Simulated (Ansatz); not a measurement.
# CaSe (CsCl type) under strain

CaSe built on the CsCl prototype, relaxed with r2SCAN in Ansatz. The symmetry is Pm-3m (No. 221, cubic); a = 3.635 Å in the conventional setting, 24.01 Å³ an atom. Ca has 8 Se at 3.15 Å; Se has 8 Ca at 3.15 Å.

The axes x, y and z are those of this cell:
```yaml
crystal:
  lattice:
    - [3.63478, 0.00000, 0.00000]
    - [0.00000, 3.63478, 0.00000]
    - [0.00000, 0.00000, 3.63478]
  atoms:
    - { symbol: Ca, position: [0.00000, 0.00000, 0.00000] }
    - { symbol: Se, position: [0.50000, 0.50000, 0.50000] }
```

Unstrained: With PBE the gap is 0.771 eV and direct, at M. r2SCAN gives a direct gap of 1.236 eV at M. HSE06 gives a direct gap of 1.540 eV at M. Meshes: PBE 8×8×8, r2SCAN 8×8×8, HSE06 6×6×6. Strains are changes of length per length, and xy shears are angles. After each strain the atoms were relaxed again with r2SCAN within the symmetry that the strain leaves, so tilts or polar shifts that break it weren't tested; points keep the names that they have in the unstrained zone. The cell comes from a prototype generator: it can be a known phase or a hypothetical one. Spin polarisation is off.

Changes of the least gap in eV (an overlap counts as a negative gap):
```csv
strain,volume change (%),space group,PBE,r2SCAN,HSE06,"energy rise, r2SCAN (meV/atom)"
"epitaxial +4.9 % in the plane normal to [111], free normal strain -6.01 %",+3.4,R-3m,+0.152,+0.150,+0.158,8.3
"xy shear, engineering strain (angle) +2.13 %",0.0,Cmmm,+0.001,+0.002,+0.002,-0.1
uniaxial +2.93 % along [111],+2.9,R-3m,+0.049,+0.049,+0.048,3.1
```

Epitaxial +4.9 % in the plane normal to [111], free normal strain -6.01 %. HSE06: the gap goes from 1.540 to 1.698 eV (+0.158 eV). Stress change with r2SCAN, compression positive: xx -1.00, yy -1.00, zz -1.00, xy +0.52, xz +0.52, yz +0.52 GPa.

Xy shear, engineering strain (angle) +2.13 %. HSE06: the gap goes from 1.540 to 1.542 eV (+0.002 eV). Stress change with r2SCAN, compression positive: xx +0.02, yy +0.02, zz +0.03, xy +0.03 GPa.

Uniaxial +2.93 % along [111], other directions held. HSE06: the gap goes from 1.540 to 1.588 eV (+0.048 eV). Stress change with r2SCAN, compression positive: xx -1.45, yy -1.45, zz -1.45, xy +0.11, xz +0.11, yz +0.11 GPa.

Spin-orbit coupling is left out.

The meshes of the hybrids are coarse, so their gaps aren't converged to the digits shown.
